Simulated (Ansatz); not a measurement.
# As: the cost of one run

Code: Ansatz 0.2.0. PAW datasets, plane waves. No spin polarisation and no zero-point or thermal motion; the cell was built from a prototype and may be hypothetical.

**1. Starting point**

The cell was relaxed beforehand with r2SCAN.

The sheet's in-plane cell has a = 3.575 Å, b = 3.575 Å (γ = 120.0°), and its outermost atoms lie 1.37 Å apart along the normal. Near As stand 3 As at 2.48 Å.

As a file:

```xyz
2
Lattice="3.5749 0.0000 0.0000 -1.7875 3.0960 0.0000 0.0000 0.0000 26.4156" Properties=species:S:1:pos:R:3 pbc="T T F"
As    0.0000    2.0640    8.4694
As    1.7875    1.0320    9.8384
```
Periodic in the plane only; c spans the vacuum.

**2. PBE band path**

input.yaml

```yaml
crystal:
  lattice:
    - [3.574901364, 0.0, 0.0]
    - [-1.787450682, 3.0959553972, 0.0]
    - [0.0, 0.0, 26.4156438]
  atoms:
    - { symbol: As, position: [0.3333333333, 0.6666666667, 0.3206195636] }
    - { symbol: As, position: [0.6666666667, 0.3333333333, 0.372447849] }
  periodic: [true, true, false]
kpoints:
  mp_grid: { grid: [12, 12, 1] }
  band_path:
    path:
      - [0, 0, 0]
      - [0.5, 0, 0]
      - [0.3333333333333, 0.3333333333333, 0]
      - [0, 0, 0]
    npoints: 10
hamiltonian:
  xc: pbe
scf:
  occupations: { method: fermi_dirac, width: 0.02 }
  n_extra_bands: 4
output:
  forces: true
  stress: true
  eigenvalues: true
```

Launch:

```bash
> ansatz run input.yaml --threads 2 --pin off --max-ram 20275MiB --backend cpu --events-out ev --progress --plain --runs-dir out
```

What time and memory should one allow on 2 threads of AMD EPYC 7R13 (Zen 3), shared host?

About 3.4 s, with a peak of 0.71 GiB.
